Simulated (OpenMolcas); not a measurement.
# C4H6 (SMILES C=C1CC1): levels of theory compared

We compute a comparison of 6 runs (HF/3-21G, HF/def2-SVP, B3LYP/def2-SVP, r2SCAN/def2-SVP, revPBE/def2-SVP, MP2/def2-SVP) of C4H6. 

The calculation is run with OpenMolcas 26.06.

## (1) The system as given

C4H6: 10 atoms, total charge 0, spin state singlet. As SMILES, `C=C1CC1`. The C3–H7 distance was set to 1.411 Å, away from the relaxed value.

Bond lengths: C1–C2 1.314 Å, C2–C3 1.458 Å, C2–C4 1.458 Å, C3–C4 1.528 Å, C1–H5 1.085 Å, C1–H6 1.085 Å, C3–H8 1.085 Å, C4–H9 1.085 Å, C4–H10 1.085 Å. Some angles: C1–C2–C3 148.4°, C1–C2–C4 148.4°, C3–C2–C4 63.2°, C2–C3–C4 58.4°, C2–C4–C3 58.4°, C2–C1–H5 121.2°, C2–C1–H6 121.2°, C2–C3–H8 118.7°, C4–C3–H8 117.7°, C2–C4–H9 118.7°. A long bond or contact: C3–H7 1.411 Å.

## (2) A single-point energy at HF/3-21G (run 1)

mol.input reads:

```
&gateway
baslib=$CurrDir
coord
10
angstrom
C       -1.115291       1.009748      -0.971912
C       -0.135941       0.421338      -0.321942
C        0.690989      -0.764092      -0.130142
C        0.887309       0.494138       0.714108
H       -1.653261       0.497578      -1.762502
H       -1.415731       2.025438      -0.737672
H        0.122140      -1.892780       0.496620
H        1.447779      -0.997292      -0.872242
H        1.773849       1.092418       0.529908
H        0.579499       0.457438       1.754168
basis=3-21G
group=NoSym
&seward
&scf
thresholds=1e-10 1e-07 1e-07 1e-05
prorbitals=1 1
```

The basis set 3-21G is read from a file made from the Basis Set Exchange's data (not shown).

Started as:

```console
$ export MOLCAS_MEM=1860
$ pymolcas mol.input > mol.log
```

Output:

```text
--- Start Module: gateway ---
[...]
--- Stop Module: gateway /rc=_RC_ALL_IS_WELL_ ---
--- Start Module: seward ---
[...]
      Basis functions           48
--- Stop Module: seward /rc=_RC_ALL_IS_WELL_ ---
[...]
--- Start Module: scf ---
[...]
       Convergence after  13 Iterations
[...]
::    Total SCF energy                               -153.9735575426
[...]
      Total spin, S                                     0.0000000000
[...]
      Total electronic charge=   30.000000
      Total            charge=   -0.000000
[...]
      Dipole Moment (debye):
      Origin of the operator (angstrom)=    0.0885    0.2799   -0.1686
                   X=  2.5241E-01               Y=  1.4352E-01               Z=  6.1209E-02           Total=  2.9674E-01
      Quadrupole Moment (debye*angstrom):
[...]
--- Stop Module: scf /rc=_RC_ALL_IS_WELL_ ---
[...]
```

Wall time 3 s (1 thread of Arm Neoverse N1, shared host); peak memory 0.38 GiB.

## (3) A single-point energy at HF/def2-SVP (run 2)

struct.xyz reads:

```xyz
10

C     -1.115291     1.009748    -0.971912
C     -0.135941     0.421338    -0.321942
C      0.690989    -0.764092    -0.130142
C      0.887309     0.494138     0.714108
H     -1.653261     0.497578    -1.762502
H     -1.415731     2.025438    -0.737672
H      0.122140    -1.892780     0.496620
H      1.447779    -0.997292    -0.872242
H      1.773849     1.092418     0.529908
H      0.579499     0.457438     1.754168
```

job.input reads:

```
* C4H6 Hartree-Fock
&GATEWAY
BasLib=$CurrDir
Coord=struct.xyz
Basis=def2-SVP
Group=NoSym
&SEWARD
&SCF
Thresholds=1e-10 1e-07 1e-07 1e-05
PrOrbitals=1 2
```

The basis set def2-SVP is read from a file made from the Basis Set Exchange's data (not shown).

Started as:

```console
$ export MOLCAS_MEM=1860
$ pymolcas job.input > job.log
```

Output:

```text
--- Start Module: gateway ---
[...]
--- Stop Module: gateway /rc=_RC_ALL_IS_WELL_ ---
--- Start Module: seward ---
[...]
      Basis functions           86
--- Stop Module: seward /rc=_RC_ALL_IS_WELL_ ---
[...]
--- Start Module: scf ---
[...]
       Convergence after  13 Iterations
[...]
::    Total SCF energy                               -154.7358281286
[...]
      Total spin, S                                     0.0000000000
[...]
      Total electronic charge=   30.000000
      Total            charge=   -0.000000
[...]
      Dipole Moment (debye):
      Origin of the operator (angstrom)=    0.0885    0.2799   -0.1686
                   X=  2.9144E-01               Y=  1.4850E-01               Z=  8.7020E-02           Total=  3.3847E-01
      Quadrupole Moment (debye*angstrom):
[...]
--- Stop Module: scf /rc=_RC_ALL_IS_WELL_ ---
[...]
```

Run time: 8.7 s. Hardware: 1 thread of Arm Neoverse N1, shared host; peak memory 0.47 GiB.

Runs 3 to 5 aren't shown in full; the table further down has their settings and results.

## (4) A single-point energy at MP2/def2-SVP (run 6)

struct.xyz is that of step 3.

job.inp reads:

```
>>> EXPORT MOLCAS_PRINT=2

&GATEWAY
  BasLib
  $CurrDir
  Coord
  struct.xyz
  Basis
  def2-SVP
  Group
  NoSym

&SEWARD

&SCF
  Thresholds
  1e-10 1e-07 1e-07 1e-05
  PrOrbitals
  1 2

&MBPT2
  Frozen
  4
```

The basis set def2-SVP is read from a file made from the Basis Set Exchange's data (not shown).

Started as:

```console
$ export MOLCAS_MEM=1860
$ pymolcas job.inp > job.log
```

Output:

```text
--- Start Module: gateway ---
[...]
--- Stop Module: gateway /rc=_RC_ALL_IS_WELL_ ---
[...]
      Basis functions           86
[...]
--- Start Module: scf ---
[...]
       Convergence after  13 Iterations
[...]
::    Total SCF energy                               -154.7358281286
[...]
      Total spin, S                                     0.0000000000
[...]
      Total electronic charge=   30.000000
      Total            charge=   -0.000000
[...]
      Dipole Moment (debye):
      Origin of the operator (angstrom)=    0.0885    0.2799   -0.1686
                   X=  2.9144E-01               Y=  1.4850E-01               Z=  8.7020E-02           Total=  3.3847E-01
      Quadrupole Moment (debye*angstrom):
[...]
--- Stop Module: scf /rc=_RC_ALL_IS_WELL_ ---
[...]
--- Start Module: mbpt2 ---
[...]
WARNING!
Default frozen orbitals as non valence orbitals is overwritten by user input.
Default values:   4
[...]
       Reference weight ( Cref**2 )         =        0.83614
::    Total MBPT2 energy                             -155.2797500023
[...]
      Total MBPT2 calculations                           0.33      0.37
--- Stop Module: mbpt2 /rc=_RC_ALL_IS_WELL_ ---
[...]
```

Wall time 9.6 s (1 thread of Arm Neoverse N1, shared host); peak memory 0.47 GiB.

## (5) The series

```tsv
run	level	integration grid	frozen core orbitals	energy (Eh)	dipole moment (D) of the reference	HOMO energy (eV)	LUMO energy (eV)	wall time
1	HF/3-21G	–	–	-153.973558	0.30	-9.84	4.18	3 s
2	HF/def2-SVP	–	–	-154.735828	0.34	-9.90	3.61	8.7 s
3	B3LYP/def2-SVP	UltraFine	–	-155.816393	0.33	-7.14	-0.35	51 s
4	r2SCAN/def2-SVP	UltraFine	–	-155.711372	0.35	-6.47	-0.92	74 s
5	revPBE/def2-SVP	UltraFine	–	-155.775686	0.34	-6.19	-1.07	50 s
6	MP2/def2-SVP	–	4	-155.279750	0.34	-9.90	3.61	9.6 s
```

## (6) Results

| quantity | value |
| --- | --- |
| run 6: total energy | -155.27975 Eh |
| run 6: dipole moment (mean-field density) | 0.34 D |
| run 6: HOMO energy (Hartree–Fock orbitals) | -9.90 eV |
| run 6: LUMO energy (Hartree–Fock orbitals) | 3.61 eV |
| run 6: HOMO–LUMO gap (Hartree–Fock orbitals) | 13.51 eV |
| run 6: correlation energy (4 core orbitals frozen) | -543.9 mEh |

**Reading.** Over runs 1, 2, 3, 4, 5 the dipole moment (its size) runs from 0.30 D (HF/3-21G) to 0.35 D (r2SCAN/def2-SVP). The two ends differ in method and basis. Over runs 1, 2, 3, 4, 5 the HOMO–LUMO gap runs from 5.11 eV (revPBE/def2-SVP) to 14.02 eV (HF/3-21G). Totals of different functionals can't be ranked against each other. All runs together took 3.3 min, the longest 74 s.
